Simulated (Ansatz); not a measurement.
# InP: strong compression

How does InP (rocksalt type) answer strong compression? The runs shown use PAW. Its runs: cell relaxed at zero pressure (PAW); volume scaled by 1 (PAW and PAW (cutoff 250 eV)); volume scaled by 0.94 (PAW); volume scaled by 0.88 (PAW); volume scaled by 0.8 (PAW); volume scaled by 0.72 (PAW); volume scaled by 0.64 (PAW); volume scaled by 0.55 (PAW and PAW (cutoff 600 eV)).

Computed with Ansatz 0.2.0 (DFT, LDA, PAW with Ansatz's default frozen-core files, scalar-relativistic, unless a step's input says otherwise).

## (1) The system as given

It takes space group Fm-3m (No. 225, cubic). The conventional cell has a = 5.142 Å, b = 5.142 Å, c = 5.142 Å, α = 90.00°, β = 90.00°, γ = 90.00°. In (site symmetry m-3m) has 6 P at 2.57 Å as nearest neighbours. Around P (site symmetry m-3m) lie 6 In at 2.57 Å.

Structure file:

```cif
data_structure
_symmetry_space_group_name_H-M 'P 1'
_symmetry_Int_Tables_number 1
_cell_length_a 3.6357
_cell_length_b 3.6357
_cell_length_c 3.6357
_cell_angle_alpha 60.000
_cell_angle_beta 60.000
_cell_angle_gamma 60.000
_cell_volume 33.98
loop_
_atom_site_label
_atom_site_type_symbol
_atom_site_fract_x
_atom_site_fract_y
_atom_site_fract_z
_atom_site_occupancy
In1 In 0.00000 0.00000 0.00000 1
P1 P 0.50000 0.50000 0.50000 1
```

Whether this phase is the stable one at these pressures isn't tested.

Atoms are numbered in the order of the input: In1, P2.

## (2) Cell relaxed at zero pressure, PAW

The input, input.yaml:

```yaml
crystal:
  lattice:
    - [0.0, 2.5708039839, 2.5708039839]
    - [2.5708039839, 0.0, 2.5708039839]
    - [2.5708039839, 2.5708039839, 0.0]
  atoms:
    - { symbol: In, position: [0.0, 0.0, 0.0] }
    - { symbol: P, position: [0.5, 0.5, 0.5] }
kpoints:
  mp_grid: { grid: [14, 14, 14] }
scf:
  occupations: { method: fermi_dirac, width: 0.05 }
hamiltonian:
  xc: lda
  pseudopotentials: { kind: paw }
output:
  forces: true
  stress: true
  write_density: true
  write_potential: true
  elf: true
  volumetric_format: npy
relax:
  f_tol: 0.005
  max_steps: 40
  cell: {}
```

Launch:

```console
> ansatz run input.yaml --threads 1 --pin off --max-ram 2048MiB --backend cpu --events-out ev --progress --plain --runs-dir out
```

Further steps of the session: Volume scaled by 1, PAW; Volume scaled by 1, PAW (cutoff 250 eV); Volume scaled by 0.94, PAW; Volume scaled by 0.88, PAW; Volume scaled by 0.8, PAW; Volume scaled by 0.72, PAW; Volume scaled by 0.64, PAW; Volume scaled by 0.55, PAW; Volume scaled by 0.55, PAW (cutoff 600 eV).

Before running it: what results should come out? Wanted: PAW pressure at 0.55 of the volume; fitted bulk modulus at zero pressure.

**Answer**, as computed:

| quantity | value |
| --- | --- |
| PAW pressure at 0.55 of the volume | 209.1 GPa |
| PAW (cutoff 600 eV) pressure at 0.55 of the volume | 209.0 GPa |
| fitted bulk modulus at zero pressure (PAW) | 94 GPa |
| its pressure derivative | 4.36 |

What this shows: By PAW the pressure climbs to 209 GPa at 0.55 of the first volume. One third-order Birch-Murnaghan curve follows these points (B₀ = 94 GPa, B′ = 4.36, misfit at most 0.44 GPa). A fit over so wide a range leans to the high pressures, so B₀ can be off by several per cent. No all-electron run checks these rows here, and frozen cores can fail under such compression. The ions are at rest, and the electrons smeared by 0.05 eV.
